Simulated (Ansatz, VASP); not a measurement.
Two plane-wave programs on B

```xyz
12
Lattice="4.4847 0.0000 0.0000 -2.2423 3.8838 0.0000 0.0000 0.0000 5.4846" Properties=species:S:1:pos:R:3 pbc="T T T"
B     0.7749    1.3822    3.7212
B     0.6578    3.8638    1.8930
B    -1.4327    2.5216    0.0647
B     1.4675    2.5016    0.9788
B     1.5845    0.0201    4.6353
B     3.6750    1.3622    2.8071
B     3.0172    2.5016    1.7635
B     0.8096    1.3622    5.4199
B     2.9002    0.0201    3.5917
B    -0.7749    1.3822    4.5058
B     1.4327    2.5216    2.6776
B    -0.6578    3.8638    0.8494
```

Alike in both runs: task relaxation of cell and atoms; functional PBE; k mesh 12 × 12 × 8; occupations gaussian, width 0.1 eV; no spin polarisation.

|  | VASP | Ansatz |
| --- | --- | --- |
| version | VASP 6.6.1 | Ansatz 0.2.0 |
| potentials or method | VASP PAW PBE potentials, release 64 (B) | scalar-relativistic, plane waves, PAW |
| plane-wave cutoff (eV) | 600 | 420 |
| valence electrons in the cell | 36 | 36 |

VASP gave:

| Property | Result |
| --- | --- |
| gap on the k mesh at the Fermi level, each at its own relaxed structure (eV) | none |
| relaxed volume (Å³/atom) | 7.96 |
| relaxed cell length with the largest relative difference (Å) | 5.493 |

Question: Estimate Ansatz's values.

Answer: gap on the k mesh at the Fermi level, each at its own relaxed structure (eV): none; relaxed volume (Å³/atom): 7.96; relaxed cell length with the largest relative difference (Å): 5.494.

A gap of «none» marks a metal or a gap that the smearing closes.
